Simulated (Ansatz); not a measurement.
# Li (Fm-3m): electronic heat capacity and spin susceptibility from the density of states

Method: DFT PBE+D3(BJ), scalar-relativistic, plane waves, PAW (Ansatz).

Settings: cutoff 420 eV, Γ-centred mesh 18×18×18 on the computed 1-atom cell, Gaussian smearing of 0.10 eV; no spin polarisation.

Relaxed cell: Fm-3m, a = 4.177 Å, b = 4.177 Å, c = 4.177 Å, α = 90.00°, β = 90.00°, γ = 90.00°, 1 atom in the primitive cell. This fcc form isn't the element's structure at ambient conditions.

The density of states at the Fermi level is 0.519 states/eV in the cell of 1 atom (1 formula unit; both spins, tetrahedra on a 27×27×27 mesh).

Problem. What Sommerfeld coefficient and Pauli susceptibility does this give?

Solution. Per formula unit N(E_F) = 0.519 states/eV. γ = (π²/3) k_B² N(E_F) N_A = 2.357 mJ/(mol K²) per state/eV, so γ = 1.2 mJ/(mol K²), a mole of formula units. χ_P = μ_B² N(E_F) N_A = 3.23×10⁻⁵ emu/mol per state/eV gives 1.7×10⁻⁵ emu/mol. This is the bare band result: a measured γ of the same phase is as a rule larger by a factor 1 + λ from phonons and spin fluctuations, the spin part of χ is larger by the Stoner factor, and a measured χ also holds orbital and core terms. N(E_F) at one energy is sensitive to the mesh where the density of states has sharp peaks.

Cost: 1 run of about 0.71 core-minutes, on Arm Neoverse V1 (shared hosts).